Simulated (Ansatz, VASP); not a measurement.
## Mo in VASP and in Ansatz

Contents of INCAR:

```
SYSTEM = Mo
  ALGO = Fast
  EDIFF = 1E-6
  EDIFFG = -0.04
  ENCUT = 600
  GGA = PE
  IBRION = 2
  ISIF = 3
  ISMEAR = 0
  LASPH = .True.
  LCHARG = .False.
  LREAL = .False.
  LWAVE = .False.
  NELM = 100
  NSW = 90
  PREC = Accurate
  SIGMA = 0.1
```

Contents of KPOINTS:

```
k-points
0
Gamma
  6 6 6
  0 0 0
```

The input POSCAR:

```
Mo
1.0
    4.7077299181      0.0000000000      0.0000000000
   -2.3538649591      4.0770137032      0.0000000000
    0.0000000000      0.0000000000      2.8860431237
Mo
3
Direct
    0.0000000000      0.0000000000      0.0000000000
    0.3333333333      0.6666666667      0.5000000000
    0.6666666667      0.3333333333      0.5000000000
```

Input for Ansatz:

```yaml
crystal:
  lattice:
    - [4.7077299181, 0.0, 0.0]
    - [-2.3538649591, 4.0770137032, 0.0]
    - [0.0, 0.0, 2.8860431237]
  atoms:
    - { symbol: Mo, position: [0.0, 0.0, 0.0] }
    - { symbol: Mo, position: [0.3333333333, 0.6666666667, 0.5] }
    - { symbol: Mo, position: [0.6666666667, 0.3333333333, 0.5] }
basis:
  ecutwfc: 420
kpoints:
  mp_grid: { grid: [6, 6, 6] }
hamiltonian:
  xc: pbe
scf:
  occupations: { method: gaussian, width: 0.1 }
  lower_state_search: "off"
output:
  forces: true
  stress: true
  eigenvalues: true
relax:
  adjacent_minimum: "off"
  f_tol: 0.04
  max_steps: 70
  cell: { stress_tol: 0.4 }
```

Alike in both runs: task relaxation of cell and atoms; functional PBE; k mesh 6 × 6 × 6; occupations gaussian, width 0.1 eV; no spin polarisation.

|  | VASP | Ansatz |
| --- | --- | --- |
| version | VASP 6.6.1 | Ansatz 0.2.0 |
| potentials or method | VASP PAW PBE potentials, release 64 (Mo_sv) | scalar-relativistic, plane waves, PAW |
| plane-wave cutoff (eV) | 600 | 420 |
| valence electrons in the cell | 42 | 42 |

```tsv
	VASP	Ansatz	Ansatz less VASP
gap on the k mesh at the Fermi level, each at its own relaxed structure (eV)	none	none	-
relaxed volume (Å³/atom)	16.06	16.04	-0.026
relaxed cell length with the largest relative difference (Å)	2.554	2.549	-0.0053
energy change over the relaxation (meV/atom)	-330	-335	-5.0
```

A gap of «none» marks a metal or a gap that the smearing closes.

Caveats: the k mesh is coarse (spacing up to 0.36 Å⁻¹), so the values aren't converged.
